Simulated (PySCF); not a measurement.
**How good is the calculation?**

Bonds (- single, = double, # triple, : aromatic): C1#C2 1.202 Å, C2-C3 1.423 Å, C3:C4 1.397 Å, C4:C5 1.384 Å, C5:C6 1.388 Å, C6:C7 1.388 Å, C7:C8 1.384 Å, C8:C3 1.397 Å. C1 carries H9; C4 carries H10; C5 carries H11; C6 carries H12; C7 carries H13; C8 carries H14.

Published estimates (parent shift plus substituent increments) and measurements: δ 13C C4/C8 132.1; C6 128.2; C5/C7 128.1; δ 1H H10/H14 7.50; H11/H13 7.33; H12 7.33 ppm (estimated from measurements, as parent shift plus tabulated substituent increment; solution, not stated per compound (mostly CDCl3 or CCl4); Pretsch, Buehlmann, Badertscher, Structure Determination of Organic Compounds, 4th ed. (2009)).
δ 13C C2 84.6; C1 78.3 ppm (measured; solution, not stated per compound (mostly CDCl3 or CCl4); Pretsch, Buehlmann, Badertscher, Structure Determination of Organic Compounds, 4th ed. (2009)).

- NMR shieldings at B97-2/pcSseg-2/GIAO
- coordinates at the PBE0-D3(BJ)/def2-TZVP level
- program: PySCF 2.14
- no solvent model, no relativistic terms, fast rotation and ring inversion assumed for equivalent nuclei, one conformer

Task: How close does the calculation come?

Result: 
Reference values: estimated from measurements, as parent shift plus tabulated substituent increment (solution, not stated per compound (mostly CDCl3 or CCl4); Pretsch, Buehlmann, Badertscher, Structure Determination of Organic Compounds, 4th ed. (2009)).
```tsv
atoms	quantity	reference	computed	computed, scaled
C4/C8	δ 13C	132.1	140.7	133.8
C6	δ 13C	128.2	134.9	128.1
C5/C7	δ 13C	128.1	134.6	127.8
H10/H14	δ 1H	7.50	7.85	7.51
H11/H13	δ 1H	7.33	7.57	7.24
H12	δ 1H	7.33	7.56	7.23
```

Reference values: measured (solution, not stated per compound (mostly CDCl3 or CCl4); Pretsch, Buehlmann, Badertscher, Structure Determination of Organic Compounds, 4th ed. (2009)).
```tsv
atoms	quantity	reference	computed	computed, scaled
C2	δ 13C	84.6	88.7	83.5
C1	δ 13C	78.3	84.3	79.3
```

Computed shifts are σ(ref) − σ with the named reference compound (TMS for H and C) calculated as an isolated molecule at the same level. The measured values may be among those fitted. Scaled to experiment by linear calibration (H and C: mostly CDCl3 data, vs TMS): 13C (scatter 2.0 ppm rms, 2.1 ppm with the 1 outlier that the fit left out); 1H (scatter 0.14 ppm rms, 0.16 ppm with the 4 outliers that the fit left out). A few per cent of atoms miss by over 2 rms, more outside the fitted compound classes.

Task: How far are the unscaled 13C shifts from the references?

Result: Mean signed difference +6.38 ppm, mean absolute 6.38 ppm over 5 comparisons; the largest is +8.6 ppm at C4/C8 (aromatic CH).

Task: How far are the unscaled 1H shifts from the references?

Result: Mean signed difference +0.27 ppm, mean absolute 0.27 ppm over 3 comparisons; the largest is +0.35 ppm at H10/H14 (hydrogen on an aromatic CH).
